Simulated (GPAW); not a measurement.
Input of a GPAW 26.7.0 run:

File run.py:

```python
from ase.dft.bandgap import bandgap
from ase.io import read, write
from ase.units import GPa
from gpaw import GPAW, PW

atoms = read('POSCAR')

calc = GPAW(mode=PW(500),
            xc='MGGA_X_R2SCAN+MGGA_C_R2SCAN',
            kpts={'size': (9, 9, 9), 'gamma': True},
            occupations={'name': 'fermi-dirac', 'width': 0.05},
            nbands=16,
            maxiter=120,
            txt='gpaw.txt')
atoms.calc = calc
energy = atoms.get_potential_energy()
forces = atoms.get_forces()
stress = atoms.get_stress()
calc.write('gs.gpw')
write('result.traj', atoms)
print(f'Energy: {energy:.6f} eV')
print('Forces (eV/A):')
print(forces.round(4))
print('Stress (GPa):', (stress / GPa).round(3))
print('Fermi level:', round(calc.get_fermi_level(), 4), 'eV')
print(f'Gap: {bandgap(calc)[0]:.4f} eV, direct: {bandgap(calc, direct=True)[0]:.4f} eV')
```

POSCAR

```
Mo
1.0
   -1.6046509537      1.6046509537      1.6046509537
    1.6046509537     -1.6046509537      1.6046509537
    1.6046509537      1.6046509537     -1.6046509537
Mo
1
Direct
    0.0000000000      0.0000000000      0.0000000000
```

Potentials or basis: GPAW PAW data sets (gpaw-data 1.2.1), pw.

Command:

```sh
$ OMP_NUM_THREADS=1 python run.py
```

Question: Estimate the pressure.

Answer: -13.1 GPa.

Question: Estimate the band gap on the k mesh.

Answer: None (metal or under the smearing width).

Caveat: the cutoff is short for stress and forces, so pressures can be off by a GPa or more; the PAW data sets were made with another functional, which shifts forces and pressure a little.
